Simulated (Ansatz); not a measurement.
Space group Pm-3m (No. 221). a = 2.716 Å, b = 2.716 Å, c = 2.716 Å, α = 90.00°, β = 90.00°, γ = 90.00°
| atom | site | symmetry | x | y | z |
| --- | --- | --- | --- | --- | --- |
| Ga | 1b | m-3m | 0.5000 | 0.5000 | 0.5000 |

Equation of state of this Ga structure (not necessarily the ground state), with shape and atoms relaxed at each volume where symmetry leaves them free. It has no gap at any of these volumes. The calculation used DFT PBE, scalar-relativistic, plane waves, PAW in Ansatz 0.2.0.

Settings: cutoff 420 eV, Γ-centred mesh 20×20×20 on the computed 1-atom cell, Gaussian smearing of 0.10 eV; no spin polarisation.

```json
{"V (Å³/atom)": "18.241", "E − E(largest V) (meV/atom)": "5.00", "P (GPa)": "5.67"}
{"V (Å³/atom)": "18.843", "E − E(largest V) (meV/atom)": "-11.87", "P (GPa)": "3.40"}
{"V (Å³/atom)": "19.444", "E − E(largest V) (meV/atom)": "-20.83", "P (GPa)": "1.51"}
{"V (Å³/atom)": "20.046", "E − E(largest V) (meV/atom)": "-23.34", "P (GPa)": "0.02"}
{"V (Å³/atom)": "20.647", "E − E(largest V) (meV/atom)": "-21.01", "P (GPa)": "-1.19"}
{"V (Å³/atom)": "21.248", "E − E(largest V) (meV/atom)": "-14.46", "P (GPa)": "-2.25"}
{"V (Å³/atom)": "22.050", "E − E(largest V) (meV/atom)": "0.00", "P (GPa)": "-3.39"}
```

Problem. Fit a third-order Birch–Murnaghan equation, E = E0 + (9V0B0/16)·[(x − 1)³B0' + (x − 1)²(6 − 4x)] with x = (V0/V)^(2/3), to E(V).

Solution. V0 = 20.04 Å³/atom, B0 = 46 GPa, B0' = 5.6.

Another cell of Ga relaxed alike, in P-6m2, lies 52 meV/atom lower, so this cell isn't the stable form at this level.

The cell was found from a structure generator's guess, not taken from experiment.
